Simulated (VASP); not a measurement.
# WC (P1) in VASP: further runs

The runs below take WC through atomic charges, electron localisation function, with PBE.

All numbers are computed with VASP 6.6.1; they aren't measurements. Logs are shortened: lines on timing, memory, paths and dates and some standing lists are left out, and cuts for length are marked.

## 1. The cell of the first run

The typed cell holds 2 atoms: a = 2.901 Å, b = 2.901 Å, c = 2.829 Å, α = 90.00°, β = 90.00°, γ = 120.00°.

## 2. Atomic charges, PBE (atom 2 moved 0.15 Å)

Input file INCAR:

```
PREC = Accurate
ENCUT = 520
EDIFF = 1E-7
ISMEAR = 0
SIGMA = 0.02
LREAL = False
LASPH = True
NELM = 60
ALGO = Normal
ISIF = 2
LWAVE = False
LCHARG = False
GGA = PE
LORBIT = 11
```

Input file KPOINTS:

```
regular mesh
0
Gamma
  11 11 9
```

Input file POSCAR:

```
WC
1.0
    2.9005014400      0.0000000000      0.0000000000
   -1.4502507200      2.5119079300      0.0000000000
    0.0000000000      0.0000000000      2.8290000000
W C
1 1
Direct
    0.0139390700      0.0093997200      0.9766879900
    0.6527275900      0.3239336100      0.5233120100
```

Potentials or basis: VASP PAW PBE potentials, release 64 (W_sv, C).

The run is started by

```sh
$ cat potpaw_PBE.64/W_sv/POTCAR potpaw_PBE.64/C/POTCAR > POTCAR
$ mpirun -np 1 vasp_std > vasp.out
```

OUTCAR:

```text
PREC = Accurate
   ENCUT = 520
   EDIFF = 1E-7
   ISMEAR = 0
   LREAL = False
   LASPH = True
   NELM = 60
   ISIF = 2
   GGA = PE
   LORBIT = 11

 ion  position               nearest neighbor table
   1  0.014  0.009  0.977-   2 2.05   2 2.13   2 2.15   2 2.23   2 2.30   2 2.31
   2  0.653  0.324  0.523-   1 2.05   1 2.13   1 2.15   1 2.23   1 2.30   1 2.31

  LATTYP: Found a hexagonal cell.
 ALAT       =     2.9005014400
 C/A-ratio  =     0.9753485935

  Lattice vectors:

 A1 = (   2.9005014400,   0.0000000000,   0.0000000000)
 A2 = (  -1.4502507200,   2.5119079300,   0.0000000000)
 A3 = (   0.0000000000,   0.0000000000,   2.8290000000)

Analysis of symmetry for initial positions (statically):
=====================================================================
 Subroutine PRICEL returns:
 Original cell was already a primitive cell.

 Routine SETGRP: Setting up the symmetry group for a
 hexagonal supercell.

 Subroutine GETGRP returns: Found  1 space group operations
 (whereof  1 operations were pure point group operations)
 out of a pool of 24 trial point group operations.

The static configuration has the point symmetry C_1 .

Analysis of symmetry for dynamics (positions and initial velocities):
=====================================================================
 Subroutine PRICEL returns:
 Original cell was already a primitive cell.

 Routine SETGRP: Setting up the symmetry group for a
 hexagonal supercell.

 Subroutine GETGRP returns: Found  1 space group operations
 (whereof  1 operations were pure point group operations)
 out of a pool of 24 trial point group operations.

The dynamic configuration has the point symmetry C_1 .

 Subroutine INISYM returns: Found  1 space group operations
 (whereof  1 operations are pure point group operations),
 and found     1 'primitive' translations

----------------------------------------------------------------------------------------

                                     Primitive cell

  volume of cell :      20.6115

  direct lattice vectors                    reciprocal lattice vectors
     2.900501440  0.000000000  0.000000000     0.344767972  0.199051882  0.000000000
    -1.450250720  2.511907930  0.000000000     0.000000000  0.398103763  0.000000000
     0.000000000  0.000000000  2.829000000     0.000000000  0.000000000  0.353481796

  length of vectors
     2.900501440  2.900501439  2.829000000     0.398103763  0.398103763  0.353481796

  position of ions in fractional coordinates (direct lattice)
     0.013939070  0.009399720  0.976687990
     0.652727590  0.323933610  0.523312010

  ion indices of the primitive-cell ions
   primitive index   ion index
                 1           1
                 2           2

----------------------------------------------------------------------------------------

 KPOINTS: regular mesh

Automatic generation of k-mesh.
 Grid dimensions read from file:
 generate k-points for:   11   11    9

 Generating k-lattice:

  Cartesian coordinates                     Fractional coordinates (reciprocal lattice)
     0.031342543  0.018095626  0.000000000     0.090909091  0.000000000  0.000000000
     0.000000000  0.036191251  0.000000000     0.000000000  0.090909091  0.000000000
     0.000000000  0.000000000  0.039275755     0.000000000  0.000000000  0.111111111

  Length of vectors
     0.036191251  0.036191251  0.039275755

  Shift w.r.t. Gamma in fractional coordinates (k-lattice)
     0.000000000  0.000000000  0.000000000

 Subroutine IBZKPT returns following result:
 ===========================================

 Found    545 irreducible k-points:

 Following reciprocal coordinates:
            Coordinates               Weight
  0.000000  0.000000  0.000000      1.000000
  0.090909  0.000000  0.000000      2.000000
  0.000000  0.090909  0.000000      2.000000
 -0.090909  0.090909  0.000000      2.000000
  0.181818  0.000000  0.000000      2.000000
  0.000000  0.181818  0.000000      2.000000
[... 16 lines left out ...]
 -0.181818  0.272727  0.000000      2.000000
  0.090909  0.181818  0.000000      2.000000
 [... further k-points ...]
   k-points           NKPTS =    545   k-points in BZ     NKDIM =    545   number of bands    NBANDS=     13
   number of dos      NEDOS =    301   number of ions     NIONS =      2
   total plane-waves  NPLWV =  13824
   dimension x,y,z NGX =    24 NGY =   24 NGZ =   24
   dimension x,y,z NGXF=    48 NGYF=   48 NGZF=   48
   ions per type =               1   1
   NGX,Y,Z   is equivalent  to a cutoff of  13.76, 13.76, 14.10 a.u.
   NGXF,Y,Z  is equivalent  to a cutoff of  27.51, 27.51, 28.21 a.u.
 SYSTEM =  unknown system
   PREC   = accura    normal or accurate (medium, high low for compatibility)
   ISTART =      0    job   : 0-new  1-cont  2-samecut
   ICHARG =      2    charge: 1-file 2-atom 10-const
   ISPIN  =      1    spin polarized calculation?
   LNONCOLLINEAR =      F non collinear calculations
   LSORBIT =      F    spin-orbit coupling
   LASPH  =      T    aspherical Exc in radial PAW
   ENCUT  =  520.0 eV  38.22 Ry    6.18 a.u.   5.39  5.39  5.26*2*pi/ulx,y,z
   NELM   =     60;   NELMIN=  2; NELMDL= -5     # of ELM steps
   EDIFF  = 0.1E-06   stopping-criterion for ELM
   LREAL  =      F    real-space projection
   EDIFFG = 0.1E-05   stopping-criterion for IOM
   NSW    =      0    number of steps for IOM
   IBRION =     -1    ionic relax: 0-MD 1-quasi-New 2-CG
   NFREE  =      0    steps in history (QN), initial steepest desc. (CG)
   ISIF   =      2    stress and relaxation
   ISYM   =      2    0-nonsym 1-usesym 2-fastsym
   POTIM  = 0.5000    time-step for ionic-motion
   TEBEG  =    0.0;   TEEND  =   0.0 temperature during run
   PSTRESS=    0.0 pullay stress
   NELECT =      18.0000    total number of electrons
   NUPDOWN=      -1.0000    fix difference up-down
   EMIN   =  10.00;   EMAX   =-10.00  energy-range for DOS
   EFERMI =   0.00;   METHOD = LEGACY
   ISMEAR =     0;   SIGMA  =   0.02  broadening in eV -4-tet -1-fermi 0-gaus
   EFERMI_NEDOS =   21; number of points for ismear=-14 and -15
   IALGO  =     38    algorithm
   IMIX   =      4    mixing-type and parameters
     AMIX     =   0.40;   BMIX     =  1.00
     AMIX_MAG =   1.60;   BMIX_MAG =  1.00
  volume/ion in A,a.u.               =      10.31        69.55
  Fermi-wavevector in a.u.,A,eV,Ry     =   1.564813  2.957068 33.315762  2.448639
  Thomas-Fermi vector in A             =   2.667381
   LORBIT       =     11    0 simple, 1 ext, 2 COOP (PROOUT), +10 PAW based schemes
   GGA     = PE    functional components
   LHFCALC =     F    Hartree Fock is set to
   AEXX    =    0.0000 exact exchange contribution
   IVDW    =     0    specifies the selected vdW correction
   LEPSILON=     F    determine dielectric tensor
   LRPA    =     F    only Hartree local field effects (RPA)
 non-spin polarized calculation
 Gauss-broadening in eV      SIGMA  =   0.02
  energy-cutoff  :      520.00
  volume of cell :       20.61
 maximum number of plane-waves:       580
 NGX is ok and might be reduce to    24
   NGX = 11   NGY = 11   NGZ = 11

 number of electron      18.0000000 magnetization

 Free energy of the ion-electron system (eV)
  ---------------------------------------------------
  ext. energy  EPLUGINS =         0.00000000
  ---------------------------------------------------
  free energy    TOTEN  =       -22.26031706 eV

  energy without entropy =      -22.26027825  energy(sigma->0) =      -22.26029765

 E-fermi :  11.2572     XC(G=0): -13.8244

 val. band max:       11.2492348416   @ k =   0.3636   0.3636   0.0000
 cond. band min:      11.2902515801   @ k =   0.0909   0.4545   0.4444
 fundamental gap:      0.0410167385
 Fermi energy:        11.2571772707

 k-point     1 :       0.0000    0.0000    0.0000
  band No.  band energies     occupation
      1     -62.7731      2.00000
      2     -26.7586      2.00000
      3     -26.6706      2.00000
      4     -26.6659      2.00000
      5      -3.3171      2.00000
      6       6.5871      2.00000
      7       7.6196      2.00000
      8       7.8204      2.00000
      9      11.5750      0.00000
     10      14.2324      0.00000
     11      14.4613      0.00000
     12      16.5651      0.00000
     13      17.3911      0.00000

 k-point     2 :       0.0909    0.0000    0.0000
  band No.  band energies     occupation
      1     -62.7682      2.00000
      2     -26.7546      2.00000
      3     -26.7318      2.00000
      4     -26.6866      2.00000
      5      -3.0927      2.00000
      6       6.5980      2.00000
      7       7.5772      2.00000
      8       7.8286      2.00000
      9      10.9030      2.00000
     10      14.3664      0.00000
     11      14.7565      0.00000
     12      16.5172      0.00000
     13      17.2455      0.00000

 k-point     3 :       0.0000    0.0909    0.0000
  band No.  band energies     occupation
      1     -62.7683      2.00000
      2     -26.7539      2.00000
      3     -26.7356      2.00000
      4     -26.6826      2.00000
      5      -3.1024      2.00000
      6       6.6379      2.00000
      7       7.3771      2.00000
      8       7.9908      2.00000
      9      11.0066      2.00000
     10      14.1563      0.00000
     11      14.9486      0.00000
     12      16.5213      0.00000
     13      17.1104      0.00000

 k-point     4 :      -0.0909    0.0909    0.0000
  band No.  band energies     occupation
      1     -62.7683      2.00000
      2     -26.7527      2.00000
      3     -26.7369      2.00000
      4     -26.6827      2.00000
      5      -3.1001      2.00000
      6       6.6308      2.00000
      7       7.3993      2.00000
      8       7.9753      2.00000
      9      10.9836      2.00000
     10      14.1850      0.00000
     11      14.9282      0.00000
     12      16.5144      0.00000
     13      17.1284      0.00000

 k-point     5 :       0.1818    0.0000    0.0000
  band No.  band energies     occupation
      1     -62.7553      2.00000
      2     -26.9255      2.00000
      3     -26.7297      2.00000
      4     -26.7227      2.00000
      5      -2.4654      2.00000
      6       6.1012      2.00000
      7       7.5956      2.00000
      8       8.4074      2.00000
      9       9.7698      2.00000
     10      14.1534      0.00000
     11      14.6888      0.00000
     12      16.8317      0.00000
     13      17.0909      0.00000
[... 257 lines left out ...]
 k-point    22 :      -0.2727    0.1818    0.0000
  band No.  band energies     occupation
      1     -62.7446      2.00000
      2     -27.0642      2.00000
      3     -26.7775      2.00000
      4     -26.7029      2.00000
      5      -1.9307      2.00000
      6       5.6311      2.00000
      7       7.7294      2.00000
      8       8.8069      2.00000
      9       9.2939      2.00000
     10      13.7654      0.00000
     11      14.5339      0.00000
     12      16.4163      0.00000
     13      17.6776      0.00000

 k-point    23 :      -0.1818    0.2727    0.0000
  band No.  band energies     occupation
      1     -62.7446      2.00000
      2     -27.0606      2.00000
      3     -26.7779      2.00000
      4     -26.7034      2.00000
      5      -1.9670      2.00000
      6       5.6061      2.00000
      7       7.6556      2.00000
      8       8.9668      2.00000
      9       9.4286      2.00000
     10      13.6264      0.00000
     11      14.8257      0.00000
     12      16.2024      0.00000
     13      17.5396      0.00000

 k-point    24 :       0.0909    0.1818    0.0000
  band No.  band energies     occupation
      1     -62.7446      2.00000
      2     -27.0629      2.00000
      3     -26.7770      2.00000
      4     -26.7036      2.00000
      5      -1.9476      2.00000
      6       5.6396      2.00000
      7       7.7020      2.00000
      8       8.8520      2.00000
      9       9.3424      2.00000
     10      13.7356      0.00000
     11      14.6177      0.00000
     12      16.3501      0.00000
     13      17.5872      0.00000

 [... further k-points ...]

------------------------ aborting loop because EDIFF is reached ----------------------------------------

  FORCE on cell =-STRESS in cart. coord.  units (eV):
  Direction    XX          YY          ZZ          XY          YZ          ZX
  --------------------------------------------------------------------------------------
  -------------------------------------------------------------------------------------
  Total        2.1092883      1.3102503      2.1535490      0.4144096     -0.3129289     -0.4124264
  in kB      163.9595723    101.8486113    167.4000518     32.2129608    -24.3246460    -32.0588005
  external PRESSURE =     144.4027452 kB  Pullay stress =       0.0000000 kB

 VOLUME and BASIS-vectors are now :
 -----------------------------------------------------------------------------
  energy-cutoff  :      520.00
  volume of cell :       20.61
      direct lattice vectors                 reciprocal lattice vectors
     2.900501440  0.000000000  0.000000000     0.344767972  0.199051882  0.000000000
    -1.450250720  2.511907930  0.000000000     0.000000000  0.398103763  0.000000000
     0.000000000  0.000000000  2.829000000     0.000000000  0.000000000  0.353481796

 POSITION                                       TOTAL-FORCE (eV/Angst)
 -----------------------------------------------------------------------------------
      0.02680      0.02361      2.76305        -0.973273     -0.789976      2.054606
      1.42345      0.81369      1.48045         0.973273      0.789976     -2.054606
 -----------------------------------------------------------------------------------
    total drift:                                0.000024      0.000001     -0.000076

  FREE ENERGIE OF THE ION-ELECTRON SYSTEM (eV)
  ---------------------------------------------------
  free  energy   TOTEN  =       -22.2603170631 eV

  energy  without entropy=      -22.2602782463  energy(sigma->0) =      -22.26029765

 total charge

# of ion       s       p       d       tot
------------------------------------------
    1        2.355   6.433   3.446  12.234
    2        0.860   1.588   0.000   2.448
--------------------------------------------------
tot          3.216   8.021   3.446  14.683
```

It took 73 s on 1 thread of Intel Xeon 6975P-C (Granite Rapids), shared host; peak memory 0.26 GiB.

Results:

* Free energy: -22.2603 eV
* Pressure: 14.4 GPa
* Largest force: 2.407 eV/Å
* Band gap on the k mesh: none (metal or under the smearing width)
* Valence electrons inside the program's atomic spheres: W 12.23; C 2.45

Forces in eV/Å, atoms in the order of the input:
```
W   -0.973 -0.790  2.055
C    0.973  0.790 -2.055
```

Caveat: forces of over 1 eV/Å show positions far from the minimum, so gaps and moduli don't describe the material at rest.

(Continued in part 2 of 2.)
